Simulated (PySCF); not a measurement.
# Shieldings and the share of exact exchange

Molecule: `c1c[nH]cn1`, C3H4N2.

Bonds (- single, = double, # triple, : aromatic): C1:C2 1.375 Å, C2:N3 1.371 Å, N3:C4 1.360 Å, C4:N5 1.309 Å, N5:C1 1.367 Å. C1 carries H6; C2 carries H7; N3 carries H8; C4 carries H9.

GIAO shieldings (ppm, equivalent atoms averaged) in PySCF on the PBE0-D3(BJ)/def2-SVP geometry, basis pcSseg-2, gas phase, non-relativistic:

| functional | exact exchange (%) | σ(N3) |
| --- | --- | --- |
| BLYP | 0 | 76.5 |
| BP86 | 0 | 80.1 |
| PBE | 0 | 80.3 |
| B3LYP | 20 | 79.4 |
| mPW1PW91 | 25 | 83.1 |
| BHandHLYP | 50 | 85.5 |
| HF | 100 | 99.6 |

Task: Fit each shielding as a line in the percentage of exact exchange.

Result: σ(N3) = 77.9 + 0.20 x (rms 2.0 ppm). The functionals also differ in their semilocal parts, which the line can't hold; Hartree–Fock has no correlation at all.

Task: What does the line predict for PBE0 (25 %), and what does the run give?

Result: σ(N3): 82.9 predicted, 84.0 computed ppm.
